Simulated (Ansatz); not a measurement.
## Worked example: the enthalpy of formation of CH4N2O (SMILES NC(N)=O)

CH4N2O: 8 atoms, total charge 0, spin state singlet. SMILES: `NC(N)=O`. The shape is that of a PBE0-D4/def2-TZVP optimisation. This is one conformer, not always the lowest.

| atom | x (Å) | y (Å) | z (Å) |
| --- | --- | --- | --- |
| N | -0.0912 | 1.1532 | -0.2361 |
| C | -0.2424 | -0.2061 | -0.3910 |
| N | 0.3264 | -0.9533 | 0.6153 |
| O | -0.8251 | -0.7014 | -1.3304 |
| H | -0.6705 | 1.6930 | -0.8566 |
| H | -0.0039 | 1.5211 | 0.6961 |
| H | 0.3871 | -1.9340 | 0.3995 |
| H | 1.1196 | -0.5725 | 1.1032 |

Total energies at PBE/def2-QZVP (Ansatz 0.2.0); the atoms run unrestricted:

```tsv
species	state	energy (Eh)
CH4N2O	singlet	-225.132758
N	quartet	-54.535247
C	triplet	-37.798373
O	triplet	-75.014216
H	doublet	-0.499940
```

Harmonic wavenumbers at PBE0-D4/def2-TZVP, in cm⁻¹: 374, 439, 475, 539, 544, 582, 792, 973, 1049, 1180, 1434, 1629, 1633, 1825, 3604, 3609, 3723, 3723.

Measured heats of formation of the gaseous atoms at 298.15 K, in kJ/mol: N 472.4, C 716.9, O 249.2, H 218.0. Spin-orbit lowering of the atoms at 298 K (mean of the ground term's levels less their thermal mean, from spectra), in kJ/mol: C 0.02, O 0.40. Take 1 Eh = 2625.50 kJ/mol, 1 cm⁻¹ = 0.0119627 kJ/mol, RT = 2.479 kJ/mol.

Problem. Work out the heat of formation of the gas at 298 K.

Solution. 
1. Electronic atomisation energy: 2 × (-54.535247) + (-37.798373) + (-75.014216) + 4 × (-0.499940) − (-225.132758) = 1.249915 Eh = 3281.7 kJ/mol.
2. Zero-point energy: half the sum of the wavenumbers, 14063.5 cm⁻¹ = 168.2 kJ/mol.
3. Thermal vibrational enthalpy, Σ hcν̃/(exp(hcν̃/kT) − 1): 4.2 kJ/mol. Translation, rotation and pV of a non-linear molecule: 4 RT = 9.9 kJ/mol.
4. The 8 free atoms carry 5/2 RT each: 49.6 kJ/mol.
5. Spin-orbit coupling lowers the free atoms by 0.02 + 0.40 = 0.4 kJ/mol.
6. Atomisation enthalpy at 298 K: 3281.7 − 0.4 − 168.2 − 4.2 − 9.9 + 49.6 = 3148.6 kJ/mol.
7. Sum of the atoms' heats of formation: 2782.9 kJ/mol. Heat of formation: 2782.9 − 3148.6 = -365.7 kJ/mol.

No measured value is set beside it here. Anharmonicity and any spin-orbit splitting of the molecule are left out.
